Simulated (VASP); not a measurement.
# TlCl: single point with PBE

TlCl:

```xyz
2
Lattice="3.8947 0.0000 0.0000 0.0000 3.8947 0.0000 0.0000 0.0000 3.8947" Properties=species:S:1:pos:R:3 pbc="T T T"
Tl    0.0000    0.0000    0.0000
Cl    1.9474    1.9474    1.9474
```

```yaml
Program: VASP 6.6.1
Task: single point
Functional: PBE
Potentials_or_basis: VASP PAW PBE potentials, release 64 (Tl_d, Cl)
Cutoff: 520 eV
k_mesh: 5 × 5 × 5
Occupations: methfessel-paxton, width 0.0164 eV
Spin: collinear spin, typed start
Starting_moments: "[0.2, 0.2] μB"
```

* Pressure: 0.0 GPa
* Band gap on the k mesh: 2.94 eV, direct
* Net moment: 0.00 μB per cell
* Valence electrons inside the program's atomic spheres: Tl 11.09; Cl 5.10

Levels at points of the mesh, in eV from the valence-band top:
Spin up:
```
           k point  band 7  band 8  band 9  band 10  band 11  band 12  band 13  band 14
(0.00, 0.00, 0.00)   -4.19   -1.05   -1.05    -1.05     7.91     7.91     7.91     8.22
```
Spin down:
```tsv
k point	band 6	band 7	band 8	band 9	band 10	band 11	band 12	band 13	band 14	band 15
(0.00, 0.00, 0.00)	-9.37	-4.19	-1.05	-1.05	-1.05	7.91	7.91	7.91	8.22	8.22
```

Run time: 11 s on 1 thread of Intel(R) Xeon(R) 6975P-C (Granite Rapids) (shared host), peak memory 0.19 GiB.

Caveat: spin-orbit coupling is left out, which as a rule narrows the gap of such compounds by several tenths of an eV; an odd mesh through Γ misses points on the zone boundary, where band edges often lie.
